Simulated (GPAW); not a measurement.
A run of GPAW 26.7.0:

Contents of run.py:

```python
from ase import Atoms
from ase.dft.bandgap import bandgap
from ase.io import write
from ase.units import GPa
from gpaw import GPAW, PW, setup_paths

setup_paths.insert(0, '.')

atoms = Atoms(['Ti', 'Ti'],
              cell=[[2.95, 0.0, 0.0],
                    [-1.475, 2.5547749412, 0.0],
                    [0.0, 0.0, 4.68]],
              scaled_positions=[[0.686162, 0.32688, 0.748487],
                                [0.337973, 0.672908, 0.24873]],
              pbc=True)

calc = GPAW(mode=PW(600),
            xc='PBEsol',
            kpts={'size': (10, 10, 6), 'gamma': True},
            occupations={'name': 'fermi-dirac', 'width': 0.05},
            nbands=24,
            convergence={'density': 1e-05, 'energy': 1e-05},
            maxiter=150,
            txt='gpaw.txt')
atoms.calc = calc
energy = atoms.get_potential_energy()
forces = atoms.get_forces()
stress = atoms.get_stress()
calc.write('gs.gpw')
write('result.traj', atoms)
print(f'Energy: {energy:.6f} eV')
print('Forces (eV/A):')
print(forces.round(4))
print('Stress (GPa):', (stress / GPa).round(3))
print('Fermi level:', round(calc.get_fermi_level(), 4), 'eV')
print(f'Gap: {bandgap(calc)[0]:.4f} eV, direct: {bandgap(calc, direct=True)[0]:.4f} eV')
```

Potentials or basis: PAW data sets generated in the run's folder for this functional, pw.

Run with:

```console
$ gpaw-setup -f PBEsol Ti
$ OMP_NUM_THREADS=1 python run.py
```

Hardware: 1 thread of Arm Neoverse V2, with other jobs on the host.

Problem. How long does it take, and how much memory?

Solution. It took 3 min on 1 thread of Arm Neoverse V2, with other jobs on the host, peak memory 0.33 GiB. Counts: scf iterations 11, plane waves 1194, bands 24, k points 304.
